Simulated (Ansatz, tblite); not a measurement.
CaS: GFN2-xTB, run from Python

These are simulated results from tblite 0.8.0, not measurements. The cell was built from a prototype and was relaxed with r2SCAN in plane waves (Ansatz 0.2.0). Not every such cell is a known phase. All runs are without spin polarisation.

Space group Fm-3m (No. 225), cubic; a = 5.696 Å in the conventional setting, 23.10 Å³ an atom. Ca has 6 S at 2.85 Å; S has 6 Ca at 2.85 Å.

tblite solves periodic systems at the zone centre alone, so the script builds a cluster of 2×2×2 conventional cells (64 atoms), which folds in a coarse mesh of k points.

The script, run.py:

```python
import json
from ase import Atoms
from ase.build import make_supercell
from ase.units import Bohr, GPa, Hartree
from tblite.interface import Calculator

atoms = Atoms(['Ca', 'S'],
              cell=[[-0.0, 2.847945, 2.847945], [2.847945, 0.0, 2.847945], [2.847945, 2.847945, 0.0]],
              scaled_positions=[[-0.0, 0.0, 0.0], [0.5, 0.5, 0.5]],
              pbc=True)
cluster = make_supercell(atoms, [[-2, 2, 2], [2, -2, 2], [2, 2, -2]])
calc = Calculator('GFN2-xTB', cluster.numbers, cluster.positions / Bohr, lattice=cluster.cell[:] / Bohr, periodic=cluster.pbc)
calc.set('temperature', 0.02 / Hartree)
calc.set('max-iter', 150)
res = calc.singlepoint()
levels = res.get('orbital-energies') * Hartree
nv = round(res.get('orbital-occupations').sum() / 2)
cells = len(cluster) // len(atoms)
out = {'energy_per_cell': res.get('energy') * Hartree / cells, 'homo': levels[nv - 1], 'lumo': levels[nv],
       'stress': (-res.get('virial') * Hartree / cluster.get_volume() / GPa).tolist(), 'charges': res.get('charges')[:len(atoms)].tolist(), 'electrons': 2 * nv / cells}
json.dump(out, open('results.json', 'w'))
for key, value in out.items():
    print(key, value)
```

Command: `python run.py`. It took 7.5 s on 1 thread of Arm Neoverse V1, on a shared host, peak memory 0.14 GiB.

The log:

```
------------------------------------------------------------
  cycle        total energy    energy error   density error
------------------------------------------------------------
      1     -108.3533974489  -1.0851500E+02   5.3751773E-01
      2     -119.2734720082  -1.0920075E+01   2.0861378E-01
      3     -118.8543667236   4.1910528E-01   2.0330263E-01
      4     -120.7609611408  -1.9065944E+00   1.3287655E-01
      5     -120.4260379300   3.3492321E-01   1.4813668E-01
      6     -122.1582060425  -1.7321681E+00   3.6950690E-02
      7     -122.2767018809  -1.1849584E-01   4.8305356E-03
      8     -122.2784131528  -1.7112719E-03   2.4265435E-03
      9     -122.2788886292  -4.7547639E-04   3.5112240E-04
     10     -122.2786537244   2.3490480E-04   1.6176846E-03
     11     -122.2788045575  -1.5083311E-04   9.8886166E-04
     12     -122.2788907438  -8.6186312E-05   8.5165137E-05
     13     -122.2788908169  -7.3065536E-08   8.0797646E-05
     14     -122.2788911963  -3.7939338E-07   4.9235423E-05
     15     -122.2788914153  -2.1905622E-07   1.2595417E-06
------------------------------------------------------------

 total:                                   6.839 sec
energy_per_cell -103.98056615417929
homo -11.145156453489017
lumo -10.485237361867451
stress [[1.4030142812341717, -4.901616033743377e-12, -2.987757708936321e-12], [-4.90159317668273e-12, 1.403014281233092, 1.5612611555896736e-12], [-2.987754594530412e-12, 1.5612078642941785e-12, 1.4030142812326225]]
charges [0.6935806339112336, -0.6935796436138508]
electrons 8.0
```

The cycle table is in hartree for the whole cluster, and the lines after it are in eV (the energy for one cell). The printed stress is in GPa and positive in compression, and the pressure is its mean diagonal.

GFN2-xTB gives a gap of 0.66 eV. On the same cell, plane-wave PBE (Ansatz, 8×8×8 k points and the special points) gives a gap of 2.36 eV and r2SCAN a gap of 2.80 eV; on shared hosts these took about 1.6 and 3.5 core-seconds on the 2-atom cell, against 7.5 for the script. Semilocal gaps usually lie below measured ones. xTB was fitted to molecules, so gaps, charges and pressures of solids can be far off, and the gap also depends on the size of the cluster.

The same script was run on cells scaled at fixed shape and fractional coordinates:

| volume (Å³/atom) | energy (meV/atom) | pressure (GPa, positive in compression) | gap (eV) |
| --- | --- | --- | --- |
| 20.33 | 66.1 | 6.73 | 1.79 |
| 21.71 | 21.7 | 3.68 | 1.14 |
| 23.10 | 0.0 | 1.40 | 0.66 |
| 24.49 | -4.7 | -0.32 | 0.31 |
| 25.87 | 3.4 | -1.45 | 0.09 |

A Birch-Murnaghan fit puts the minimum at 24.24 Å³/atom, 4.9 % above the given cell, with a bulk modulus of 27.1 GPa at fixed shape.

xTB was fitted mostly to molecules, and a small cluster samples few k points, so gaps, pressures and kinks along a curve can be far from a solid's.
